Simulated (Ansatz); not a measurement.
# Two Ansatz runs on V

The structure comes from a relaxation in the same program, started in the diamond type. Whether it is a known phase or the ground state wasn't checked. The listed cell was then made from it by scaling, straining or moving an atom.

First run: DFT, PBE, all-electron PAW with datasets made for the crystal, scalar-relativistic (Ansatz 0.2.0).

Command: `ansatz run input.yaml --threads 1 --pin off --max-ram 3072MiB --backend cpu --events-out ev --progress --plain --runs-dir out` The run took about 15 s on 1 thread of a shared machine.

```yaml
crystal:
  lattice:
    - [0.0, 2.6871381687, 2.6871381687]
    - [2.6871381687, 0.0, 2.6871381687]
    - [2.6871381687, 2.6871381687, 0.0]
  atoms:
    - { symbol: V, position: [0.0, 0.0, 0.0], spin: 1.5 }
    - { symbol: V, position: [0.25, 0.25, 0.25], spin: 1.5 }
magnetization:
  spin_polarized: true
kpoints:
  mp_grid: { grid: [10, 10, 10] }
scf:
  occupations: { method: fermi_dirac, width: 0.08 }
hamiltonian:
  xc: pbe
  pseudopotentials: { kind: all_electron, datasets: crystal }
output:
  forces: true
  stress: true
  eigenvalues: true
  efg: { contact_densities: true }
```

Result: converged; pressure 3.30 GPa; moment 3.61 μB; 9 SCF iterations.

The input is then changed:

```diff
@@ -16,4 +16,5 @@
   xc: pbe
   pseudopotentials: { kind: all_electron, datasets: crystal }
+  hubbard: { sites: [{ species: V, l: d, u_eff: 2.0 }], double_counting: fll }
 output:
   forces: true
```

Task: What does the second run give?

Result: It was refused before any iteration. The program says:
```
Error: 2 input errors — fix all and re-run
  2. hamiltonian.pseudopotentials.datasets: crystal with hamiltonian.hubbard without hamiltonian.hubbard.projectors: augmentation-sphere — beside datasets made for the crystal a Hubbard term projects on shells inside the augmentation spheres: set hamiltonian.hubbard.projectors: augmentation-sphere, with a U that was fitted under it, at the same cutoff radius
```
